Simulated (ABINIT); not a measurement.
Crystal: W.

```
W
1.0
    -1.58234    1.58234    1.58234
     1.58234   -1.58234    1.58234
     1.58234    1.58234   -1.58234
W
1
Direct
  0.00000 0.00000 0.00000
```

- Program: ABINIT 10.8.3 (patched build)
- Task: single point
- Functional: PBEsol
- Potentials or basis: PseudoDojo NC SR PBEsol v0.4.1 standard
- Cutoff: 1007 eV
- k mesh: 12 × 12 × 12
- Occupations: fermi-dirac, width 0.05 eV
- Spin: no spin polarisation

On this cell: pressure -2.8 GPa; band gap on the k mesh none (metal or under the smearing width).

The same run follows on a disturbed copy (cell strained at random at fixed volume):

```
CELL_PARAMETERS angstrom
-1.54480 1.61508 1.63102
1.57115 -1.54525 1.58754
1.54570 1.54614 -1.56120
ATOMIC_POSITIONS crystal
W 0.01093 0.00770 0.02297
```

Task: What changes?

Result: The energy (extrapolated to zero smearing) moves by +22.1 meV/atom; pressure -2.6 GPa; band gap on the k mesh none (metal or under the smearing width).

Stress tensor (GPa, compression positive):
```
 3.02  0.60 -2.03
 0.60 -2.70 -5.94
-2.03 -5.94 -8.09
```
